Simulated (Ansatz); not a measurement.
**AlN: frozen-core PAW against all-electron methods**

```
Al N
1.0
     3.11100    0.00000    0.00000
    -1.55550    2.69421    0.00000
     0.00000    0.00000    4.92822
Al N
2 2
Direct
  0.33333 0.66667 0.00000
  0.66667 0.33333 0.50000
  0.33333 0.66667 0.38500
  0.66667 0.33333 0.88500
```

Atoms are numbered in the order listed.

The cell is COD entry 9008860, as deposited and not checked against the literature; nothing was relaxed. The listed cell was then made from it by scaling, straining or moving an atom.

Methods: DFT, PBE, PAW with Ansatz's default frozen-core files, scalar-relativistic (Ansatz 0.2.0); DFT, PBE, all-electron PAW with datasets made for the crystal, scalar-relativistic (Ansatz 0.2.0); DFT, PBE, all-electron LAPW, scalar-relativistic (Ansatz 0.2.0).

For PAW: a Γ-centred 11×11×6 k mesh, Fermi–Dirac smearing of 0.02 eV, cutoff 420 eV, no spin polarisation. The crystal-made all-electron datasets (AE datasets) take a cutoff of 360 eV at this cell. LAPW targets a basis error of 1 meV/atom. The Ansatz runs share mesh, smearing and spin set-up. Plane-wave (PAW) pressures include the program's estimate of the Pulay term.

Stress and pressure are positive in compression.

```tsv
quantity	PAW	AE datasets	LAPW
pressure (GPa)	?	5.95	5.95
stress xx (GPa)	?	5.31	5.31
stress zz (GPa)	?	7.24	7.24
force on Al1, z (eV/Å)	0.057	0.058	0.058
force on N3, z (eV/Å)	-0.057	-0.058	-0.058
band gap (eV)	4.217	4.225	4.225
```

(1) Fill in "PAW" for the row "stress xx (GPa)".

(2) Fill in "PAW" for the row "stress zz (GPa)".

(3) Give the missing entry: row "pressure (GPa)", column "PAW".

## Answers

(1) 5.41.

(2) 7.33.

(3) 6.05.
